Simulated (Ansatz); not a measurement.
# Si (P-1) in Ansatz: notebook

The runs below take Si through single point, relaxation of cell and atoms, with PBE0, PBEsol0.

Program: Ansatz 0.2.0. These are calculated values, not measurements. Logs are shortened: lines on timing, memory, paths and dates and some standing lists are left out, and cuts for length are marked.

**1. The cell of the first run**

The typed cell holds 1 atom: a = 2.622 Å, b = 2.745 Å, c = 2.618 Å, α = 102.53°, β = 99.83°, γ = 125.45°.

This isn't the form of Si at room conditions, which is diamond.

**2. Single point, PBE0 (cell sheared at random, sigma 0.06, atoms nudged by 0.01 Å)**

The input, input:

```
crystal:
  lattice:
    - [-1.63224671, 1.68876785, 1.16666691]
    - [1.73080285, -1.69329951, 1.29369204]
    - [1.62460171, 1.68565451, -1.17225083]
  atoms:
    - { symbol: Si, position: [0.0, 0.0, 0.0] }
hamiltonian:
  xc: pbe0
  pseudopotentials: { kind: paw }
kpoints:
  mp_grid: { grid: [7, 7, 6] }
scf:
  occupations: { method: fermi_dirac, width: 0.05 }
output:
  forces: true
  stress: true
  eigenvalues: true
```

Potentials or basis: Ansatz PAW.

The log of the run:

```text
Warning: output.stress: scf.convergence.dr2_threshold = 1e-7 eV (the SCF's general default) is looser than the 1e-10 eV advised for a printed stress (1e-10 eV for each atom of the cell: 1). What an SCF threshold leaves in a stress goes as its square root, and in the free energy as the threshold itself, and one threshold admits the most on a small cell: of the crystals measured, under no hybrid functional and no lock of the moments, on runs that ended without the residual-converged pass, on stresses that held no estimate of that error, the worst erred by over 100 MPa in a component at 1e-7 eV an atom and by under 5 at 1e-10. Set scf.convergence.dr2_threshold to 1e-10 eV or tighter. The threshold is an SCF's pass mark: one that does not reach it within its budget of iterations ends unconverged, or closes short of it on a stop that the run arms, and scf.convergence.dr2_threshold's page says what that costs each kind of run
Warning: output.stress: scf.exx.energy_threshold = 1e-6 eV is looser than the 1e-8 eV advised for a stress under a hybrid functional (1e-8 eV for each atom of the cell: 1). Every SCF of the exchange loop can meet its threshold on dr2 while the loop round them stops early: no threshold on dr2 bounds what that leaves in the stress. Set scf.exx.energy_threshold to 1e-8 eV or tighter. The threshold is the loop's pass mark: a loop that does not reach it within its budget of cycles ends unconverged, and scf.exx.energy_threshold's page has the law
GPUs: using 1 of 1 available (devices: 1).
Engine: ansatz 0.2.0, x86_64-unknown-linux-gnu
Pseudopotentials: kind: paw
Pseudopotential: Si, paw, valence charge 4, recommended cutoff 420 eV (normal), Si.paw.azcp
Functional definition: PBE0
  parameter a = 0.25
  parameter kappa = 0.804
  parameter beta = 0.06672455060314922
  exchange = (1 - a)*pbe_x(kappa = kappa, mu = beta*pi^2/3) + a*exact_x
  correlation = pbe_c(beta = beta)
device memory: the entry about to start is reckoned to put 0.5 GiB on a device that reports 64.3 GiB free (of which the cap on the GPU budget leaves the run 18.0 GiB)
GPU FFT provider: cuFFT
GPU libraries: cuBLAS 13.8.2, cuFFT 12.4.0, cuSOLVER 12.3.4
Crystal: 1 atoms, lattice volume = 13.908 Å³
Basis set: ecut = 420 eV, 275 PW (Γ), exchange–correlation on 36×40×36 points (8 copies of the dense FFT grid, shifted against one another)
Bands: 6, of which v1, the nominal top of the filled ones, is band 2 counted from 1 (1 counted from 0)
Symmetry: 2 space group operations
Space group: P-1 (ITA 2), of the structure as read, at distance tolerance 2.4e-5 Å
k-points: 148 of 294
Non-local potential: Si, projectors of the file, l = 0: 2, l = 1: 2, l = 2: 2
PAW form: soft (Blöchl's): semilocal exchange-correlation on the pseudo side does not see the compensation charge
PAW frozen core: Si, regenerated for the run's functional, and the local potential with it (the file was generated under x = pbe(κ = 0.804, μ = 0.2195149727645171), c = pbe(β = 0.06672455060314922))
PAW one-centre angular grid: Si, 110 points (default); XC on 64 Gauss nodes
Initial density: superposition of atomic densities (neutral atoms: chi_scale 0, normalization atom), corrected by the library's trained network
Initial wavefunctions: pseudopotential atomic-orbital guess
GPU buffer pool allocated for 6480 grid points (all kernels)
GPU transforms: local potential and band sums: pruned to the plane-wave sphere, on 18×20×18
Functional: x = pbe(κ = 0.804, μ = 0.2195149727645171), c = pbe(β = 0.06672455060314922), warm-up for x = 0.75 pbe(κ = 0.804, μ = 0.2195149727645171) + 0.25 exact, c = pbe(β = 0.06672455060314922)
SCF iter   1: F=—  HF=-635.286688 eV  |F-HF|=—  |Δ(HF+E_count)|=         —  Δρ=2.67e-3  dr2=7.72e-4  ethr=1.77e-3  ⟨swp⟩=6.0  Hψ=4232  notcnv=0
preconditioner: auto → none  [metal: Δε(μ)=0.037 eV  Ē_g=14.201 eV  σ=0.050 eV  W_gap=0.18  n_scr=0 (ndim 8)  ℏωp=19.9 eV  f_vac=0.000  D(μ)=0.40/eV (n_scr^D=0)]
SCF iter   2: F=—  HF=-635.286596 eV  |F-HF|=—  |Δ(HF+E_count)|=   9.23e-5  Δρ=1.18e-3  dr2=1.36e-4  ethr=1.93e-5  ⟨swp⟩=3.1  Hψ=1557  notcnv=0  defer=31
iter 3 solved again at ethr=8.67e-9 eV; its pass at ethr=3.40e-6 eV (dr2=3.47e-7 eV) is discarded
SCF iter   3: F=—  HF=-635.286599 eV  |F-HF|=—  |Δ(HF+E_count)|=   3.40e-6  Δρ=8.95e-5  dr2=4.33e-7  ethr=8.67e-9  ⟨swp⟩=4.0  Hψ=3043  notcnv=0
SCF iter   4: F=—  HF=-635.286600 eV  |F-HF|=—  |Δ(HF+E_count)|=   4.83e-7  Δρ=1.14e-5  dr2=8.11e-9  ethr=8.67e-9  ⟨swp⟩=2.0  Hψ=1215  notcnv=0
SCF iter   5: F=-635.286600 eV  HF=-635.286600 eV  |F-HF|=4.15e-11  |Δ(HF+E_count)|=   7.99e-9  Δρ=1.26e-6  dr2=1.06e-10  ethr=2.03e-10  ⟨swp⟩=3.2  Hψ=1485  notcnv=0
SCF 1 converged in 5 iterations: F = -635.286600 eV  dr2 = 1.06e-10
device memory: the entry about to start is reckoned to put 0.8 GiB on a device that reports 64.7 GiB free (of which the cap on the GPU budget leaves the run 18.0 GiB)
GPU FFT provider: cuFFT
GPU libraries: cuBLAS 13.8.2, cuFFT 12.4.0, cuSOLVER 12.3.4
Initial density: handed on by an earlier stage of this run
Initial wavefunctions: those handed on with the density
GPU buffer pool allocated for 6480 grid points (all kernels)
GPU transforms: local potential and band sums: pruned to the plane-wave sphere, on 18×20×18
Functional: x = 0.75 pbe(κ = 0.804, μ = 0.2195149727645171) + 0.25 exact, c = pbe(β = 0.06672455060314922)
Exchange kernel: α = 0.2500, full range, Wigner–Seitz truncation, v(0) = 8831.4781 eV·Å³, q-mesh 7×7×6, nearest image of the exchange supercell L = 15.71 Å, pair-density grid 9×12×9, without the augmentation charges, whose exchange is taken in its separable form by FFT convolution over the k-point mesh (sized by the pseudopotential files, 16×16×16 at the most), smooth part of the exact exchange by density-matrix convolution in up to 857.4 MiB of GPU memory as planned if the GPU has room (build and FFT work areas not counted)
Frozen-core exchange: fock
iter 1 solved again at ethr=4.08e-5 eV; its pass at ethr=1.00e-1 eV (dr2=1.63e-3 eV) is discarded
SCF iter   1: F=—  HF=-635.796603 eV  |F-HF|=—  |Δ(HF+E_count)|=         —  Δρ=3.41e-3  dr2=2.03e-3  ethr=4.08e-5  ⟨swp⟩=3.8  Hψ=4417  notcnv=0
preconditioner: auto → none  [insulator: Δε(μ)=0.196 eV  Ē_g=16.536 eV  σ=0.050 eV  W_gap=0.58  n_scr=0 (ndim 8)  ℏωp=19.9 eV  f_vac=0.000  D(μ)=0.11/eV (n_scr^D=0)]
SCF iter   2: F=—  HF=-635.795737 eV  |F-HF|=—  |Δ(HF+E_count)|=   8.66e-4  Δρ=1.41e-3  dr2=6.30e-4  ethr=4.08e-5  ⟨swp⟩=2.0  Hψ=1190  notcnv=0
SCF iter   3: F=—  HF=-635.795578 eV  |F-HF|=—  |Δ(HF+E_count)|=   1.60e-4  Δρ=1.15e-4  dr2=3.41e-4  ethr=6.88e-6  ⟨swp⟩=2.9  Hψ=1483  notcnv=0
SCF iter   4: F=—  HF=-635.797191 eV  |F-HF|=—  |Δ(HF+E_count)|=   1.61e-3  Δρ=3.72e-4  dr2=3.73e-5  ethr=2.65e-8  ⟨swp⟩=4.1  Hψ=2907  notcnv=0
SCF iter   5: F=—  HF=-635.797182 eV  |F-HF|=—  |Δ(HF+E_count)|=   9.30e-6  Δρ=5.63e-5  dr2=1.92e-5  ethr=2.65e-8  ⟨swp⟩=3.8  Hψ=1644  notcnv=0
SCF iter   6: F=—  HF=-635.797232 eV  |F-HF|=—  |Δ(HF+E_count)|=   5.05e-5  Δρ=6.58e-5  dr2=1.26e-5  ethr=5.78e-9  ⟨swp⟩=4.1  Hψ=1891  notcnv=0
SCF iter   7: F=—  HF=-635.797232 eV  |F-HF|=—  |Δ(HF+E_count)|=   2.45e-7  Δρ=3.13e-6  dr2=1.19e-5  ethr=5.78e-9  ⟨swp⟩=2.4  Hψ=1267  notcnv=0  defer=1
Mixer restart at iter 7: flushing history
SCF iter   8: F=—  HF=-635.797255 eV  |F-HF|=—  |Δ(HF+E_count)|=   2.33e-5  Δρ=2.73e-5  dr2=3.14e-6  ethr=3.61e-11  ⟨swp⟩=4.8  Hψ=3496  notcnv=0  defer=2
SCF iter   9: F=-635.797263 eV  HF=-635.797263 eV  |F-HF|=7.55e-9  |Δ(HF+E_count)|=   8.32e-6  Δρ=1.19e-5  dr2=3.13e-7  ethr=3.61e-11  ⟨swp⟩=4.2  Hψ=1795  notcnv=0  defer=2
SCF 2 stopped early in 9 iterations: F = -635.797263 eV  dr2 = 3.13e-7
hybrid outer 1: dexx = +1.947e-3 eV, tail = 1.00e-6 eV
GPU FFT provider: cuFFT
GPU libraries: cuBLAS 13.8.2, cuFFT 12.4.0, cuSOLVER 12.3.4
GPU buffer pool allocated for 6480 grid points (all kernels)
GPU transforms: local potential and band sums: pruned to the plane-wave sphere, on 18×20×18
Exchange kernel: α = 0.2500, full range, Wigner–Seitz truncation, v(0) = 8831.4781 eV·Å³, q-mesh 7×7×6, nearest image of the exchange supercell L = 15.71 Å, pair-density grid 9×12×9, without the augmentation charges, whose exchange is taken in its separable form by FFT convolution over the k-point mesh (sized by the pseudopotential files, 16×16×16 at the most), smooth part of the exact exchange by density-matrix convolution in up to 857.4 MiB of GPU memory as planned if the GPU has room (build and FFT work areas not counted)
Frozen-core exchange: fock
SCF iter   1: F=—  HF=-635.796884 eV  |F-HF|=—  |Δ(HF+E_count)|=         —  Δρ=7.12e-5  dr2=2.18e-5  ethr=1.25e-7  ⟨swp⟩=2.9  Hψ=1986  notcnv=0
preconditioner: auto → none  [insulator: Δε(μ)=0.379 eV  Ē_g=16.535 eV  σ=0.050 eV  W_gap=0.51  n_scr=0 (ndim 8)  ℏωp=19.9 eV  f_vac=0.000  D(μ)=0.07/eV (n_scr^D=0)]
SCF iter   2: F=—  HF=-635.797258 eV  |F-HF|=—  |Δ(HF+E_count)|=   3.74e-4  Δρ=7.62e-6  dr2=6.21e-6  ethr=1.69e-8  ⟨swp⟩=2.8  Hψ=1354  notcnv=0
SCF iter   3: F=—  HF=-635.797270 eV  |F-HF|=—  |Δ(HF+E_count)|=   1.14e-5  Δρ=1.66e-5  dr2=5.71e-8  ethr=1.08e-10  ⟨swp⟩=4.6  Hψ=2208  notcnv=0
SCF iter   4: F=-635.797270 eV  HF=-635.797270 eV  |F-HF|=5.81e-11  |Δ(HF+E_count)|=   2.39e-8  Δρ=1.07e-6  dr2=8.06e-10  ethr=1.08e-10  ⟨swp⟩=3.0  Hψ=1509  notcnv=0  defer=3
SCF 3 converged in 4 iterations: F = -635.797270 eV  dr2 = 8.06e-10
  Residual-converged pass: ⟨swp⟩=2.9  Hψ=1339  notcnv=0  max |occ|·‖R‖ = 2.4e-6 eV (tolerance 2.4e-6 eV)  dr2=8.07e-10  dr2_onsite=3.76e-12  max |Δocc| = 2.8e-13
hybrid outer 2: dexx = +1.326e-7 eV, tail = 1.77e-9 eV, Δε = 8.19e-3 eV (about 4.25e-4 eV left of the loop's levels)
hybrid SCF converged: 2 outer / 13 inner (+5 warm-up), last move |dexx| = 1.33e-7 eV, tail = 1.77e-9 eV
Stability not checked: this state was not tested for a lower state beside it, because the functional holds exact exchange (a hybrid, or Hartree-Fock), whose exchange loop this test does not read (fock_operator; see scf.lower_state_search)
Free energy (F): -635.797270 eV
Frozen-core exchange: fock
Harris-Foulkes:  -635.797270 eV  (|F-HF|=5.81e-11)
Internal energy: -635.796743 eV  (E = F + TS)
E sigma→0 (E₀):  -635.797006 eV
Entropy (-TS):   -0.000527 eV (-0.527 meV/atom)
Fermi energy:    11.328161 eV
--- Per-component energies (eV) ---
  E_band       = 16.549679
  E_kinetic    = 42.248624
  E_local      = 3.247736  (includes V_loc(G=0)·N_el)
  E_nonlocal   = 24.709617
  E_hartree    = 0.698274
  E_xc         = -43.901056
  E_vxc        = -37.899191  (∫ρ·V_xc dr)
  E_exx        = -7.116703  (= α·E_x^exact, valence–valence)
  E_paw        = -518.074772  (= ΣΔE_a)
  E_vpaw       = -2.920259  (= ΣTr[D̂ρ^β])
  E_aug_tail   = 0.000007  (compensation charges beyond the density's cutoff)
  E_ewald      = -137.551859
  E_core_change = -0.056611  (= ΣΔE_core)
  E_smearing   = -0.000527  (= −TS)
  E_closure    = -0.000000  (closes the sum)
  Σ components = -635.797270   (vs F -635.797270, Δ=0.00e0)
--- Forces (eV/Å), atoms counted from 1 ---
  atom   1  Si     0.00000000     0.00000000     0.00000000
  max |Σ_I F_I| component: 0.00e0 eV/Å
--- Stress (GPa, compression-positive) ---
        0.920248       1.043035       7.131451
        1.043035      -3.713157       5.300646
        7.131451       5.300646      12.007990
  P = ⅓ Tr σ = 3.0717 GPa (30.717 kbar)
--- Band table (eV; the first three rows and the last of 148) ---
  k-point 0: bands = ["-5.9513", "20.6735", "21.2518", "21.4703", "23.8606", "28.3579"]
  k-point 1: bands = ["-5.1664", "14.1411", "21.8319", "22.9509", "26.0617", "27.7749"]
  k-point 2: bands = ["-2.8403", "6.7849", "23.3752", "23.8209", "24.7044", "27.5362"]
  k-point 147: bands = ["-1.2309", "10.0011", "15.7371", "17.6700", "24.2476", "27.0040"]
```

Wall time 25 s (1 × NVIDIA H100 80GB HBM3 with 2 threads of AMD EPYC 7R13 (Zen 3), shared host); peak memory 1.5 GiB.

What came out:

```
Free energy            : -635.7973 eV
Pressure               : 3.1 GPa
Band gap on the k mesh : none (metal or under the smearing width)
```

Caveat: the k mesh is coarse (spacing up to 0.45 Å⁻¹), so the values aren't converged, least of all with exact exchange; the PAW data sets come from PBE, with cores solved anew for the run's functional, which leaves a small shift of forces and pressure; the thresholds are loose for stress.

**3. Relaxation of cell and atoms, PBE0 (cell sheared at random, sigma 0.06, atoms nudged by 0.01 Å)**

Changes to input since step 2:

```diff
@@ -18 +18,5 @@
   eigenvalues: true
+relax:
+  f_tol: 0.01
+  max_steps: 40
+  cell: { stress_tol: 0.05 }
```

Potentials or basis: Ansatz PAW.

Wall time 2.7 min (1 × NVIDIA H100 80GB HBM3 with 2 threads of AMD EPYC 7R13 (Zen 3), shared host); peak memory 1.6 GiB.

The run converged. Its results:

```yaml
Free_energy: -635.8612 eV
Relaxed_volume: 14.32 Å³/atom
Relaxed_cell: a = 2.617 Å, b = 2.814 Å, c = 2.534 Å, α = 102.15°, β = 99.67°, γ = 123.20°
Space_group_after_relaxing_to_0.05_Å: P-1 (No. 2)
Energy_gained_by_relaxing: 64.0 meV/atom
Ionic_steps: 11
Pressure_after_relaxing: 0.0 GPa
Band_gap_on_the_k_mesh: none (metal or under the smearing width)
```

The path:
| step | energy change (eV) | largest force (eV/Å) | volume (Å³) |
| --- | --- | --- | --- |
| 1 | 0.0000 | 0.0000 | 13.91 |
| 2 | -0.0459 | 0.0000 | 14.04 |
| 3 | -0.0583 | 0.0000 | 14.18 |
| 4 | -0.0626 | 0.0000 | 14.38 |
| 5 | -0.0637 | 0.0000 | 14.36 |
| 6 | -0.0637 | 0.0000 | 14.33 |
| 7 | -0.0637 | 0.0000 | 14.32 |
| 8 | -0.0637 | 0.0000 | 14.32 |
| 9 | -0.0640 | 0.0000 | 14.32 |
| 10 | -0.0640 | 0.0000 | 14.32 |
| 11 | -0.0640 | 0.0000 | 14.32 |

Final structure:
```yaml
crystal:
  lattice:
    - [-1.60315, 1.69340, 1.18783]
    - [1.79094, -1.66321, 1.39418]
    - [1.56690, 1.62919, -1.14530]
  atoms:
    - { symbol: Si, position: [0.00000, 0.00000, 0.00000] }
```

Levels at points of the mesh, in eV from the Fermi level:
| k point | band 1 | band 2 | band 3 | band 4 | band 5 | band 6 |
| --- | --- | --- | --- | --- | --- | --- |
| (0.00, 0.00, 0.00) | -17.10 | 9.78 | 9.90 | 11.09 | 12.60 | 14.28 |
| (0.00, 0.00, -0.50) | -10.36 | -9.06 | 10.35 | 11.66 | 13.63 | 15.22 |

Caveat: the k mesh is coarse (spacing up to 0.45 Å⁻¹), so the values aren't converged, least of all with exact exchange; the plane-wave basis is chosen anew once the cell has moved, so the energies of steps on either side of that aren't comparable; the PAW data sets come from PBE, with cores solved anew for the run's functional, which leaves a small shift of forces and pressure.

**4. Single point, PBEsol0 (cell sheared at random, sigma 0.06, atoms nudged by 0.01 Å)**

Changes to input since step 3:

```diff
@@ -8,3 +8,3 @@
 hamiltonian:
-  xc: pbe0
+  xc: { exchange: pbesol, correlation: pbesol, exx: { coeff: 0.25 } }
   pseudopotentials: { kind: paw }
@@ -18,5 +18,5 @@
   eigenvalues: true
-relax:
-  f_tol: 0.01
-  max_steps: 40
-  cell: { stress_tol: 0.05 }
+  write_density: true
+  write_potential: true
+  elf: true
+  volumetric_format: npy
```

Wall time 13 s (1 × NVIDIA H100 80GB HBM3 with 2 threads of AMD EPYC 7R13 (Zen 3), shared host); peak memory 1.5 GiB.

It converged, with:

| Item | Value |
| --- | --- |
| Free energy | -625.6907 eV |
| Pressure | 1.7 GPa |
| Band gap on the k mesh | none (metal or under the smearing width) |

Stress tensor (GPa, compression positive):
```
-0.42  1.05  7.16
 1.05 -5.08  5.28
 7.16  5.28 10.47
```

Levels at points of the mesh, in eV from the Fermi level:
| k point | band 1 | band 2 | band 3 | band 4 | band 5 | band 6 |
| --- | --- | --- | --- | --- | --- | --- |
| (0.00, 0.00, 0.00) | -17.27 | 9.36 | 9.90 | 10.12 | 12.52 | 16.98 |
| (0.00, 0.00, -0.50) | -11.03 | -9.29 | 12.47 | 12.79 | 13.82 | 15.93 |

Caveat: the k mesh is coarse (spacing up to 0.45 Å⁻¹), so the values aren't converged, least of all with exact exchange; the PAW data sets come from PBE, with cores solved anew for the run's functional, which leaves a small shift of forces and pressure; the thresholds are loose for stress.

**5. Summary**

| task | level | cell | gap on the mesh (eV) | pressure (GPa) |
| --- | --- | --- | --- | --- |
| single point | PBE0 | cell sheared at random, sigma 0.06, atoms nudged by 0.01 Å | none | 3.1 |
| relaxation of cell and atoms | PBE0 | relaxed from: cell sheared at random, sigma 0.06, atoms nudged by 0.01 Å | none | 0.0 |
| single point | PBEsol0 | cell sheared at random, sigma 0.06, atoms nudged by 0.01 Å | none | 1.7 |

Alike in all rows: potentials or basis Ansatz PAW; no spin polarisation; k mesh 7 × 7 × 6; cutoff (eV) 420; smearing fermi-dirac 0.05 eV; the mesh is coarse, so values aren't converged.

Caveats: all runs use coarse meshes; the PAW data sets come from PBE, with cores solved anew for the run's functional, which leaves a small shift of forces and pressure; the thresholds are loose for stress (some runs); the plane-wave basis is chosen anew once the cell has moved, so the energies of steps on either side of that aren't comparable (some runs).

Total energies depend on the potentials used, so only differences within one code and one set of settings carry meaning.
